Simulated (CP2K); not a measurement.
Crystal: Ge.

```
CELL_PARAMETERS angstrom
4.05040 0.00000 0.00000
-2.02520 3.50775 0.00000
0.00000 0.00000 10.99336
ATOMIC_POSITIONS crystal
Ge 0.66667 0.33333 0.41485
Ge 0.33333 0.66667 0.91485
Ge 0.00000 0.00000 0.47745
Ge 0.00000 0.00000 0.97745
```

This isn't the form of Ge at room conditions, which is diamond.

* Program: CP2K 2026.2
* Task: single point
* Functional: PBEsol
* Potentials or basis: POTENTIAL_UZH Ge GTH-PBE-q4; TZVP-MOLOPT-PBE-GTH basis
* Density cutoff: 6123 eV
* k mesh: 8 × 8 × 3
* Occupations: fermi-dirac, width 0.05 eV
* Spin: no spin polarisation

On this cell: pressure -0.5 GPa; largest force 0.149 eV/Å; band gap on the k mesh 0.64 eV, indirect (least direct gap 0.69 eV).

The same run follows on a disturbed copy (atoms moved at random, drawn with an rms of 0.05 Å):

```
Ge
1.0
     4.05040    0.00000    0.00000
    -2.02520    3.50775    0.00000
     0.00000    0.00000   10.99336
Ge
4
Direct
  0.66434 0.33860 0.41211
  0.33390 0.66428 0.91085
  0.00668 0.00658 0.48086
  0.99340 0.98120 0.97955
```

Task: What does the disturbed cell give?

Result: The energy moves by +5.2 meV/atom; pressure -0.9 GPa; largest force 0.565 eV/Å; band gap on the k mesh 0.40 eV, indirect (least direct gap 0.59 eV).

Forces in eV/Å, atoms in the order of the input:
```
Ge   0.348  0.057  0.123
Ge   0.049 -0.552  0.103
Ge  -0.348 -0.058 -0.120
Ge  -0.049  0.553 -0.106
```

Stress tensor (GPa, compression positive):
```
-0.46  0.19 -0.31
 0.19 -1.25  0.38
-0.31  0.38 -0.88
```

Caveats: the potentials were made for another functional, which shifts forces and pressure; an odd mesh through Γ misses points on the zone boundary, where band edges often lie; the basis of atomic orbitals isn't converged, which shifts pressures, moduli and gaps.
